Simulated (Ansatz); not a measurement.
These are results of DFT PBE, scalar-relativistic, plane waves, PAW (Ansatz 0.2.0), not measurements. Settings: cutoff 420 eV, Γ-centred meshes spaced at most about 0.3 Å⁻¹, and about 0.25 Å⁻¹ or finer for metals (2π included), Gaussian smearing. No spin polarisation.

All energies are static (0 K, no zero-point motion).

Question: Which of these relaxed structures of TiC is the lowest in energy?
1. Space group Fm-3m (No. 225), cubic, a = 4.333 Å. Ti has 6 C at 2.17 Å; around C lie 6 Ti at 2.17 Å.
2. Space group P-6m2 (No. 187), hexagonal, a = 3.042 Å, c = 2.698 Å. Ti has 6 C at 2.21 Å and 2 Ti at 2.70 Å; C has 6 Ti at 2.21 Å.

Answer: 1. The other, cell 2, lies 0.68 eV/atom higher. Forms: cell 1 rock salt type, Fm-3m; cell 2 tungsten carbide type, P-6m2. Counting C atoms around Ti (those within 1.25 times the shortest such distance or 1.15 times the sum of covalent radii): cell 1 has Ti 6; cell 2 has Ti 6. Origin: cell 1, reached from a cell as deposited in COD, among other starts; cell 2, invented. Shaken at random and relaxed again, cell 2 falls into cell 1, 0.68 eV/atom lower, so it is a saddle point or a shallow minimum.

Cells without such a test can be saddle points. Some structure types and database cells were kept out of the candidates from the start, so a known form may be missing.
